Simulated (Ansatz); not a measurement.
The system is Ta.

```
CELL_PARAMETERS angstrom
-1.65128 1.65128 1.65128
1.65128 -1.65128 1.65128
1.65128 1.65128 -1.65128
ATOMIC_POSITIONS crystal
Ta 0.00000 0.00000 0.00000
```

A run of Ansatz 0.2.0 on this cell left the log below. Logs are shortened: lines on timing, memory, paths and dates and some standing lists are left out, and cuts for length are marked.

```text
Warning: output.stress: scf.convergence.dr2_threshold = 1e-7 eV (the SCF's general default) is looser than the 1e-10 eV advised for a printed stress (1e-10 eV for each atom of the cell: 1). What an SCF threshold leaves in a stress goes as its square root, and in the free energy as the threshold itself, and one threshold admits the most on a small cell: of the crystals measured, under no hybrid functional and no lock of the moments, on runs that ended without the residual-converged pass, on stresses that held no estimate of that error, the worst erred by over 100 MPa in a component at 1e-7 eV an atom and by under 5 at 1e-10. Set scf.convergence.dr2_threshold to 1e-10 eV or tighter. The threshold is an SCF's pass mark: one that does not reach it within its budget of iterations ends unconverged, or closes short of it on a stop that the run arms, and scf.convergence.dr2_threshold's page says what that costs each kind of run
Warning: output.stress: scf.exx.energy_threshold = 1e-6 eV is looser than the 1e-8 eV advised for a stress under a hybrid functional (1e-8 eV for each atom of the cell: 1). Every SCF of the exchange loop can meet its threshold on dr2 while the loop round them stops early: no threshold on dr2 bounds what that leaves in the stress. Set scf.exx.energy_threshold to 1e-8 eV or tighter. The threshold is the loop's pass mark: a loop that does not reach it within its budget of cycles ends unconverged, and scf.exx.energy_threshold's page has the law
Warning: RAYON_NUM_THREADS=1 ignored (pool sized by the plan → 1); use --threads N
crystal.space_group: 229 is read as Im-3m: the typed cell holds Ta2 (Ta 2a). Least distances (Å): Ta–Ta 2.860
Engine: ansatz 0.2.0, aarch64-unknown-linux-gnu
Pseudopotentials: kind: paw
Pseudopotential: Ta, paw, valence charge 13, recommended cutoff 420 eV (normal), Ta.paw.azcp
Functional definition: PBE0
  parameter a = 0.25
  parameter kappa = 0.804
  parameter beta = 0.06672455060314922
  exchange = (1 - a)*pbe_x(kappa = kappa, mu = beta*pi^2/3) + a*exact_x
  correlation = pbe_c(beta = beta)
Crystal: 1 atoms, lattice volume = 18.010 Å³
Basis set: ecut = 420 eV, 369 PW (Γ), exchange–correlation on 40×40×40 points (8 copies of the dense FFT grid, shifted against one another)
Bands: 11, of which v1, the nominal top of the filled ones, is band 7 counted from 1 (6 counted from 0)
Symmetry: 48 space group operations
Space group: Im-3m (ITA 229), of the structure as read, at distance tolerance 2.6e-5 Å
k-points: 29 of 512
Non-local potential: Ta, projectors of the file, l = 0: 3, l = 1: 2, l = 2: 2, l = 3: 1
[... 42 lines left out ...]
preconditioner: auto → none  [metal: Δε(μ)=0.386 eV  Ē_g=10.189 eV  σ=0.150 eV  W_gap=0.47  n_scr=0 (ndim 8)  ℏωp=19.6 eV  f_vac=0.000  D(μ)=0.67/eV (n_scr^D=0)]
SCF iter   2: F=-9930.305612 eV  HF=-9930.305612 eV  |F-HF|=4.60e-10  |Δ(HF+E_count)|=  1.82e-10  Δρ=3.45e-6  dr2=1.02e-9  ethr=2.64e-11  ⟨swp⟩=2.1  Hψ=521  notcnv=0  defer=3
SCF 4 converged in 2 iterations: F = -9930.305612 eV  dr2 = 1.02e-9
  Residual-converged pass: ⟨swp⟩=2.4  Hψ=521  notcnv=0  max |occ|·‖R‖ = 2.3e-6 eV (tolerance 2.4e-6 eV)  dr2=1.02e-9  dr2_onsite=5.39e-11  max |Δocc| = 6.5e-13
hybrid outer 3: dexx = +2.360e-9 eV, tail = 3.19e-9 eV, Δε = 2.54e-4 eV (about 2.52e-4 eV left of the loop's levels), ΔF = 4.93e-32 eV/Å (tail inf)
hybrid SCF converged: 3 outer / 12 inner (+6 warm-up), last move |dexx| = 2.36e-9 eV, tail = 3.19e-9 eV
Stability not checked: this state was not tested for a lower state beside it, because the functional holds exact exchange (a hybrid, or Hartree-Fock), whose exchange loop this test does not read (fock_operator; see scf.lower_state_search)
Free energy (F): -9930.305612 eV
Frozen-core exchange: fock
Harris-Foulkes:  -9930.305612 eV  (|F-HF|=4.60e-10)
Internal energy: -9930.254629 eV  (E = F + TS)
E sigma→0 (E₀):  -9930.280120 eV
Entropy (-TS):   -0.050982 eV (-50.982 meV/atom)
Fermi energy:    18.518308 eV
--- Per-component energies (eV) ---
  E_band       = -132.615161
  E_kinetic    = 364.120970
  E_local      = -542.084293  (includes V_loc(G=0)·N_el)
  E_nonlocal   = 16.923030
  E_hartree    = 187.199094
  E_xc         = -168.279056
  E_vxc        = -157.282378  (∫ρ·V_xc dr)
  E_exx        = -40.993584  (= α·E_x^exact, valence–valence)
  E_paw        = -8402.961981  (= ΣΔE_a)
  E_vpaw       = -106.703644  (= ΣTr[D̂ρ^β])
  E_aug_tail   = 0.000163  (compensation charges beyond the density's cutoff)
  E_ewald      = -1340.811443
  E_core_change = -3.367529  (= ΣΔE_core)
  E_smearing   = -0.050982  (= −TS)
  E_closure    = -0.000000  (closes the sum)
  Σ components = -9930.305612   (vs F -9930.305612, Δ=0.00e0)
--- Forces (eV/Å), atoms counted from 1 ---
  atom   1  Ta     0.00000000     0.00000000    -0.00000000
  max |Σ_I F_I| component: 6.57e-32 eV/Å
--- Stress (GPa, compression-positive) ---
       -0.656881      -0.000000       0.000000
       -0.000000      -0.656881      -0.000000
        0.000000       0.000000      -0.656881
  P = ⅓ Tr σ = -0.6569 GPa (-6.569 kbar)
--- Band table (eV; the first three rows and the last of 29) ---
  k-point 0: bands = ["-52.6507", "-17.1147", "-17.1147", "-17.1147", "9.0782", "20.0706", "20.0706", "20.0706", "23.7819", "23.7819", "34.4028"]
  k-point 1: bands = ["-52.6302", "-17.3309", "-17.1786", "-17.1160", "9.8368", "19.4005", "19.6790", "20.7839", "23.1365", "23.7599", "34.9912"]
  k-point 2: bands = ["-52.5813", "-17.8290", "-17.3289", "-17.1175", "11.6636", "17.7643", "18.2557", "22.8580", "23.0955", "23.8967", "34.7808"]
  k-point 28: bands = ["-52.4109", "-18.0312", "-18.0312", "-18.0312", "13.7280", "13.7280", "26.7115", "26.7115", "26.7115", "28.2491", "28.2491"]
```

Problem. What input gives this log?

Solution. Electrostatic potential with PBE0, no spin polarisation. The files as run (others can give the same):

input.yaml
```yaml
crystal:
  lattice: { a: 3.30256, b: 3.30256, c: 3.30256, alpha: 90.0, beta: 90.0, gamma: 90.0 }
  space_group: 229
  reduce_to_primitive: true
  atoms:
    - { symbol: Ta, wyckoff: "2a", position: [0.0, 0.0, 0.0] }
hamiltonian:
  xc: pbe0
  pseudopotentials: { kind: paw }
kpoints:
  mp_grid: { grid: [8, 8, 8] }
scf:
  occupations: { method: fermi_dirac, width: 0.15 }
output:
  forces: true
  stress: true
  eigenvalues: true
  write_density: true
  write_potential: true
  elf: true
  volumetric_format: npy
```

Potentials or basis: Ansatz PAW.
Run with:
```console
$ ansatz run input.yaml --threads 1 --pin off --max-ram 2560MiB --backend cpu --events-out ev --progress --plain --runs-dir out
```

Caveat: the PAW data sets come from PBE, with cores solved anew for the run's functional, which leaves a small shift of forces and pressure; the thresholds are loose for stress.
